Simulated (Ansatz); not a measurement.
**CsPbI3: response to strain**

Consider CsPbI3 in the cubic perovskite structure (space group Pm-3m, No. 221; a = 6.390 Å). Axes: x, y, z lie along the cube axes.

Strains are applied to the cell and any free atomic positions relax; under biaxial strain the out-of-plane vector relaxes too.

The values are results of PBE/PAW in Ansatz (a first-principles code), no spin-orbit coupling, not measurements.

Before the change:

```
Property    Value
--------  -------
Band gap  1.48 eV
```

Q: The aim is a band gap between 1.13 eV and 1.22 eV. Which of these changes reaches it?
A. uniaxial strain ε_zz = +2.57 %
B. biaxial strain +2.70 %, plane normal [001], relaxed out of plane
C. isotropic strain −3.09 %

A: C, isotropic strain −3.09 %. It gives 1.18 eV; uniaxial strain ε_zz = +2.57 % gives 1.45 eV; biaxial strain +2.70 %, plane normal [001], relaxed out of plane gives 1.52 eV. Changes not listed may reach it too

With I and Pb present, leaving out spin-orbit coupling can change the band edges. Stability against distortions was not tested. Many cubic perovskites are stable only at high temperature; tilts and polar distortions were not tested. This is not the structure that CsPbI3 has at room temperature and ambient pressure.
